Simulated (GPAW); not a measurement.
A run of GPAW 26.7.0 is set up as follows.

The input run.py:

```python
from ase.dft.bandgap import bandgap
from ase.io import read, write
from ase.units import GPa
from gpaw import GPAW, PW

atoms = read('POSCAR')

calc = GPAW(mode=PW(650),
            xc='LDA',
            kpts={'size': (7, 7, 7), 'gamma': True},
            occupations={'name': 'fermi-dirac', 'width': 0.05},
            nbands=16,
            maxiter=120,
            txt='gpaw.txt')
atoms.calc = calc
energy = atoms.get_potential_energy()
forces = atoms.get_forces()
stress = atoms.get_stress()
calc.write('gs.gpw')
write('result.traj', atoms)
print(f'Energy: {energy:.6f} eV')
print('Forces (eV/A):')
print(forces.round(4))
print('Stress (GPa):', (stress / GPa).round(3))
print('Fermi level:', round(calc.get_fermi_level(), 4), 'eV')
print(f'Gap: {bandgap(calc)[0]:.4f} eV, direct: {bandgap(calc, direct=True)[0]:.4f} eV')
```

Contents of POSCAR:

```
MgSe
1.0
    0.0000000000      2.7255000000      2.7255000000
    2.7255000000      0.0000000000      2.7255000000
    2.7255000000      2.7255000000      0.0000000000
Se Mg
1 1
Direct
    0.5000000000      0.5000000000      0.5000000000
    0.0000000000      0.0000000000      0.0000000000
```

Potentials or basis: the program's PAW data sets (release 1.2.1) made for this functional, pw.

Command:

```bash
$ OMP_NUM_THREADS=1 python run.py
```

(1) What does it give for the pressure?

(2) What does it give for the band gap on the k mesh?

Results:

(1) -2.1 GPa.

(2) 1.87 eV, indirect (least direct gap 2.39 eV).

Caveat: the cutoff is short for stress and forces, so pressures can be off by a GPa or more; an odd mesh through Γ misses points on the zone boundary, where band edges often lie.
